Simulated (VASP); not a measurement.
Write the native input for VASP 6.6.1 that does the following.

```yaml
Task: chemical shielding
Functional: BLYP
Potentials_or_basis: VASP PAW PBE potentials, release 64 (Si, C)
Cutoff: 520 eV
k_mesh: 10 × 10 × 5
Occupations: gaussian, width 0.05 eV
Spin: no spin polarisation
Further_INCAR_settings: ALGO = Fast; EDIFF = 1e-08
```

The structure of SiC (Moissanite) lies in POSCAR:

```
SiC
1.0
    3.0760000000      0.0000000000      0.0000000000
   -1.5380000000      2.6638941420      0.0000000000
    0.0000000000      0.0000000000      5.0480000000
Si C
2 2
Direct
    0.6666666667      0.3333333333      0.5000000000
    0.3333333333      0.6666666667      0.0000000000
    0.6666666667      0.3333333333      0.8850000000
    0.3333333333      0.6666666667      0.3850000000
```

The input as run:

INCAR

```
SYSTEM = SiC
PREC     = Accurate       ! precision mode
ENCUT    = 520            ! plane-wave cutoff, eV
EDIFF    = 1E-8           ! SCF threshold, eV
ISMEAR   = 0              ! smearing method
SIGMA    = 0.05           ! smearing width, eV
LREAL    = .FALSE.        ! projectors in reciprocal space
LASPH    = .TRUE.         ! aspherical terms in the spheres
NELM     = 100            ! most SCF steps
ALGO     = Fast           ! electronic algorithm
ISIF     = 2              ! what is computed and relaxed
LWAVE    = .FALSE.        ! write WAVECAR
LCHARG   = .FALSE.        ! write CHGCAR
GGA      = B5             ! functional
ALDAX    = 1.0          
AGGAX    = 1.0          
AGGAC    = 1.0          
ALDAC    = 0.0          
LCHIMAG  = .TRUE.       
DQ       = 0.001        
ICHIBARE = 1            
LNMR_SYM_RED= .TRUE.
```

KPOINTS

```
Automatic mesh
0
G
  10 10 5
  0 0 0
```

Potentials or basis: VASP PAW PBE potentials, release 64 (Si, C).

The run is started by

```bash
$ cat potpaw_PBE.64/Si/POTCAR potpaw_PBE.64/C/POTCAR > POTCAR
$ mpirun -np 1 vasp_std > vasp.out
```

Run time: 13 min on 1 thread of Intel(R) Xeon(R) Platinum 8375C CPU @ 2.90GHz (Ice Lake), on a shared host, peak memory 0.36 GiB.
